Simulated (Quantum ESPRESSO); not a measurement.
Write the native input for Quantum ESPRESSO 7.5 that does the following.

* Task: single point
* Functional: LDA
* Potentials or basis: SSSP 1.3 efficiency PBE
* Cutoff: 748 eV
* Density cutoff: 5987 eV
* k mesh: 11 × 11 × 10
* Occupations: fermi-dirac, width 0.05 eV
* Spin: collinear spin, ferromagnetic start
* Starting moments: [2.0, 0.0] μB
* Hubbard terms: Co d U = 6 eV
* Hubbard projectors: ortho-atomic
* Form of the LDA correlation: PZ81
* Mixing beta: 0.3
* Most SCF iterations: 120
* SCF threshold: 4e-10 Ry

Crystal: CoO.

```xyz
2
Lattice="2.8563 0.0000 0.0000 -1.4281 2.4736 0.0000 0.0000 0.0000 2.7876" Properties=species:S:1:pos:R:3 pbc="T T T"
Co    0.0000    0.0000    0.0000
O     1.4281    0.8245    1.3938
```

Measurements of this composition are mostly on another form, of space group No. 225.

These files were run (other wordings do the same):

pw.in

```
&CONTROL
  calculation = 'scf'
  prefix = 'pwscf'
  outdir = './tmp'
  pseudo_dir = './pseudo'
  tprnfor = .true.
  tstress = .true.
  disk_io = 'nowf'
/
&SYSTEM
  ibrav = 0
  A = 2.85629923
  nat = 2
  ntyp = 2
  ecutwfc = 55
  ecutrho = 440
  nbnd = 21
  input_dft = 'pz'
  occupations = 'smearing'
  smearing = 'fd'
  degauss = 0.00367493
  nspin = 2
  starting_magnetization(1) = 0.1176
  starting_magnetization(2) = 0
/
&ELECTRONS
  conv_thr = 4d-10
  electron_maxstep = 120
  mixing_beta = 0.3
/
ATOMIC_SPECIES
Co    58.9332 Co_pbe_v1.2.uspp.F.UPF
O     15.9990 O.pbe-n-kjpaw_psl.0.1.UPF
CELL_PARAMETERS alat
   1.0000000000    0.0000000000    0.0000000000
  -0.4999999982    0.8660254024    0.0000000000
   0.0000000000    0.0000000000    0.9759504539
ATOMIC_POSITIONS alat
Co     0.0000000000    0.0000000000    0.0000000000
O      0.5000000006    0.2886751341    0.4879752270
K_POINTS automatic
11 11 10 0 0 0
HUBBARD {ortho-atomic}
U Co-3d 6.0
```

Potentials or basis: SSSP 1.3 efficiency PBE.

Command:

```console
$ OMP_NUM_THREADS=1 pw.x -in pw.in > pw.out
```

Results of the run:

```json
{"Pressure": "-14.6 GPa", "Band gap on the k mesh": "none (metal or under the smearing width)", "Net moment": "3.00 μB per cell", "Absolute moment": "3.04 μB per cell", "Site moments": "Co +2.62; O +0.28 μB", "Valence electrons inside the program's atomic spheres": "Co 14.62; O 5.79"}
```

Caveat: the potentials were made for another functional, which shifts forces and pressure; a cell with one magnetic atom can't hold antiferromagnetic order, which such compounds often take.

It took 51 s on 1 thread of Arm Neoverse V2 (shared host), peak memory 0.18 GiB.
